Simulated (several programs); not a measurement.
PbSe built on the rocksalt prototype, relaxed with r2SCAN in Ansatz, was computed with several methods. Space group Fm-3m (No. 225), cubic; conventional cell a = 6.177 Å, 29.47 Å³ an atom. Pb has 6 Se at 3.09 Å; Se has 6 Pb at 3.09 Å. Spin-unpolarised throughout.

```cif
data_structure
_symmetry_space_group_name_H-M 'P 1'
_symmetry_Int_Tables_number 1
_cell_length_a 4.3681
_cell_length_b 4.3681
_cell_length_c 4.3681
_cell_angle_alpha 60.000
_cell_angle_beta 60.000
_cell_angle_gamma 60.000
_cell_volume 58.93
loop_
_atom_site_label
_atom_site_type_symbol
_atom_site_fract_x
_atom_site_fract_y
_atom_site_fract_z
_atom_site_occupancy
Pb1 Pb 0.00000 0.00000 0.00000 1
Se1 Se 0.50000 0.50000 0.50000 1
```

Gaps and times are for a single point on this cell; volume and bulk modulus come from each method's own relaxation or energy curve at fixed shape. Times are rough, from shared hosts (Arm Neoverse V1; Intel Xeon Platinum 8488C; NVIDIA H100 80GB HBM3), and each method has its own mesh and cell size. A dagger marks a closed or tiny gap in a crystal that DFT finds insulating: a failure of the method or a wrong SCF state. PM6 (MOPAC), PM7 (MOPAC), GFN1-xTB (tblite), GFN2-xTB (tblite) treat a cluster of cells at its zone centre, which samples few k points: where these miss a band edge, the gap comes out too large for that reason alone. Gaps from k meshes are read at a limited set of points (mesh, symmetry points, PBE's band edges), so each method's own least gap may be somewhat smaller. xTB and the PM methods were fitted mostly to molecules, and can miss a solid's gap by electronvolts. Minimal bases can be far off for gaps. Times of the plane-wave ladder aren't listed, since it ran on unlike processors and cards. GLLB-SC's gap includes the derivative discontinuity. G0W0 is at finite bands, cutoff and mesh. d marks a direct gap, i an indirect one (no mark: not told apart), a dash a value that wasn't computed or didn't pass its checks.

| method | kind | gap (eV) | own volume (Å³/atom) | bulk modulus (GPa) | atoms computed | processor time |
| --- | --- | --- | --- | --- | --- | --- |
| PBEsol | semilocal | – | 28.38 | – | 2 | – |
| light PBE (260 eV and a coarse mesh) | light plane-wave | 0.40 d | – | – | 2 | 0.93 s |
| GFN1-xTB (tblite) | tight binding | 0.06† | – | – | cluster | 2 s |
| PBE | semilocal | 0.37 d | 30.04 | 47 | 2 | – |
| LDA | semilocal | 0.27 d | 27.50 | – | 2 | – |
| PM7 (MOPAC) | semi-empirical | 4.55 | – | – | cluster | 3.1 s |
| PBE/single zeta (GPAW) | small basis | 0.29 d | – | – | 2 | 3.2 s |
| GFN2-xTB (tblite) | tight binding | 2.66 | – | – | cluster | 4 s |
| PBE/SZV (CP2K) | small basis | 0.39 d | 30.87 | 52 | 2 | 5.1 s |
| r2SCAN | semilocal | 0.66 d | 29.47 | 51 | 2 | – |
| PM6 (MOPAC) | semi-empirical | 3.33 | – | – | cluster | 8 s |
| PBE/DZVP (CP2K) | small basis | 0.40 d | 29.88 | 47 | 2 | 10 s |
| GLLB-SC (GPAW) | model potential | 1.00 | – | – | 2 | 14 s |
| PBE+SOC | semilocal | 0.12 d | – | – | 2 | – |
| G0W0@LDA (140 eV screening cutoff) | many-body | 0.55 | – | – | 2 | – |
| G0W0@PBE0 (180 eV screening cutoff) | many-body | 1.08 | – | – | 2 | – |
| G0W0@r2SCAN (180 eV screening cutoff) | many-body | 0.85 | – | – | 2 | – |
| G0W0@PBE (260 eV screening cutoff) | many-body | 0.83 | – | – | 2 | – |
| LC-ωPBE | hybrid | 4.50 d | – | – | 2 | – |
| G0W0@HSE06 (180 eV screening cutoff) | many-body | 0.93 | – | – | 2 | – |
| HSE06 | hybrid | 0.79 d | 29.40 | – | 2 | – |
| PBE0 | hybrid | 1.34 d | – | – | 2 | – |
| r2SCANh | hybrid | 1.01 d | – | – | 2 | – |
| DDH-PBE0 | hybrid | 0.55 d | – | – | 2 | – |
| HSE06+SOC | hybrid | 0.24 d | – | – | 2 | – |

Q: How far from the measured values lie the methods that can be set against them?

A:
- Band gap, measured 0.15 eV: light PBE (260 eV and a coarse mesh) +0.25 eV, GFN1-xTB (tblite) -0.09 eV, PBE +0.22 eV, LDA +0.12 eV, PM7 (MOPAC) +4.40 eV, PBE/single zeta (GPAW) +0.14 eV, GFN2-xTB (tblite) +2.51 eV, PBE/SZV (CP2K) +0.24 eV, r2SCAN +0.51 eV, PM6 (MOPAC) +3.18 eV, PBE/DZVP (CP2K) +0.25 eV, GLLB-SC (GPAW) +0.85 eV, PBE+SOC -0.03 eV, G0W0@LDA (140 eV screening cutoff) +0.40 eV, G0W0@PBE0 (180 eV screening cutoff) +0.93 eV, G0W0@r2SCAN (180 eV screening cutoff) +0.70 eV, G0W0@PBE (260 eV screening cutoff) +0.68 eV, LC-ωPBE +4.35 eV, G0W0@HSE06 (180 eV screening cutoff) +0.78 eV, HSE06 +0.64 eV, PBE0 +1.19 eV, r2SCANh +0.86 eV, DDH-PBE0 +0.40 eV, HSE06+SOC +0.09 eV.
The calculations are for a static lattice; samples hold vibrations, temperature and, in optical gaps, excitons. A measured value is shown where most reports agree with it, and only for the quantities listed. In such narrow-gap compounds of heavy elements the bands can be inverted, in the sample or in a calculation; the differences are of unsigned gaps, so agreement can be luck. Sources: 0.15 eV (non-inverted bulk band gap near L (projected to X-bar) from ARPES; “Topological phase diagram and saddle point singularity in a tunable topological crystalline insulator”; Read from ARPES bulk bands near surface X-bar; kz may not be exactly at L; PbSe measurement temperature not given.; 2015; arxiv:1508.05886).

Only the rows marked +SOC include spin-orbit coupling.
